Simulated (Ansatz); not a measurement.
A plane-wave DFT run in Ansatz 0.2.0 (scalar-relativistic PAW potentials unless the input names others): input and command.

```yaml
crystal:
  lattice:
    - [0.0, 2.2228610206, 2.1900108577]
    - [2.1900108577, 0.0, 2.1900108577]
    - [2.1900108577, 2.2228610206, 0.0]
  atoms:
    - { symbol: W, position: [0.0, 0.0, 0.0] }
    - { symbol: C, position: [0.5, 0.5, 0.5] }
basis:
  ecutwfc: 420
kpoints:
  mp_grid: { grid: [12, 12, 12] }
hamiltonian:
  xc: pbe
scf:
  occupations: { method: gaussian, width: 0.15 }
  convergence: { dr2_threshold: 0.0001 }
output:
  forces: true
  eigenvalues: true
  stress: true
```

```bash
ansatz run input.yaml --threads 1 --pin off --max-ram 2560MiB --backend cpu --events-out ev --progress --plain --runs-dir out
```

Abridged log:
```
Warning: scf.convergence.dr2_threshold = 1e-4 eV is looser than this run's default, which is 1e-7 eV or tighter. The error in the forces grows as the threshold's square root, so leave the key out unless less accurate forces are enough
Warning: output.stress: scf.convergence.dr2_threshold = 1e-4 eV is looser than the 2e-10 eV advised for a printed stress (1e-10 eV for each atom of the cell: 2). ...
Basis set: ecut = 420 eV, 411 PW (Γ), exchange–correlation on 48×48×48 points (8 copies of the dense FFT grid, shifted against one another)
Bands: 13, of which v1, the nominal top of the filled ones, is band 9 counted from 1 (8 counted from 0)
Symmetry: 16 space group operations
k-points: 163 of 1728
SCF iter   1: F=—  HF=-10635.163977 eV  |F-HF|=—  |Δ(HF+E_count)|=         —  Δρ=5.72e-3  dr2=7.69e-3  ethr=1.77e-3  ⟨swp⟩=5.0  Hψ=23071  notcnv=0  defer=90
automatic band count: the SCF goes on with 17 bands, as 13 were too few: the levels above may hold too much charge
SCF iter   2: F=—  HF=-10635.163753 eV  |F-HF|=—  |Δ(HF+E_count)|=   2.24e-4  Δρ=4.15e-3  dr2=4.39e-3  ethr=4.27e-5  ⟨swp⟩=1.0  Hψ=4075  notcnv=0  defer=92
SCF iter   3: F=—  HF=-10635.163101 eV  |F-HF|=—  |Δ(HF+E_count)|=   6.52e-4  Δρ=6.27e-4  dr2=1.00e-4  ethr=2.44e-5  ⟨swp⟩=1.5  Hψ=2573  notcnv=0  defer=92
SCF iter   4: F=-10635.163080 eV  HF=-10635.163078 eV  |F-HF|=1.93e-6  |Δ(HF+E_count)|=   2.36e-5  Δρ=1.40e-4  dr2=1.11e-6  ethr=5.58e-7  ⟨swp⟩=2.4  Hψ=3307  notcnv=0  defer=92
SCF iter   5: F=-10635.163080 eV  HF=-10635.163080 eV  |F-HF|=3.16e-8  |Δ(HF+E_count)|=   2.14e-6  Δρ=2.15e-5  dr2=6.25e-8  ethr=6.17e-9  ⟨swp⟩=2.1  Hψ=3301  notcnv=0  defer=92
SCF iter   6: F=-10635.163080 eV  HF=-10635.163080 eV  |F-HF|=4.58e-10  |Δ(HF+E_count)|=   1.10e-8  Δρ=2.41e-6  dr2=1.03e-9  ethr=3.47e-10  ⟨swp⟩=4.8  Hψ=10672  notcnv=0
SCF 1 converged in 6 iterations: F = -10635.163080 eV  dr2 = 1.03e-9
SCF converged after 6 iterations
Free energy (F): -10635.163080 eV
Harris-Foulkes:  -10635.163080 eV  (|F-HF|=4.58e-10)
Internal energy: -10635.155211 eV  (E = F + TS)
E sigma→0 (E₀):  -10635.159145 eV
Entropy (-TS):   -0.007869 eV (-3.935 meV/atom)
Fermi energy:    21.452567 eV
--- Forces (eV/Å), atoms counted from 1 ---
  atom   1  W      0.00000000     0.00000000     0.00000000
  atom   2  C      0.00000000     0.00000000     0.00000000
--- Stress (GPa, compression-positive) ---
       -2.269500       0.000000       0.000000
        0.000000     -11.084882       0.000000
        0.000000       0.000000      -2.269500
  P = ⅓ Tr σ = -5.2080 GPa (-52.080 kbar)
```

Apart from outputs and empty bands, the input differs from a reference run on usual settings in kpoints.mp_grid.grid: [24, 24, 24] → [12, 12, 12]; scf.convergence.dr2_threshold: not typed → 0.0001. The reference, at the same geometry (not necessarily relaxed), gave pressure -5.09 GPa, largest force 0.000 eV/Å, no gap on the mesh. This run converged in 6 SCF iterations (reference: 6) with an energy at zero smearing 3.30 meV/atom below the reference's, pressure -5.21 GPa, largest force 0.000 eV/Å, no gap on the mesh. Its k mesh is looser than usual, and the result moved.

The SCF went on to a residual of 1e-09 eV, far under the typed threshold, which therefore didn't bind.

It took 4 s on 1 thread of Arm Neoverse V1, with other jobs on the host, peak memory 0.32 GiB.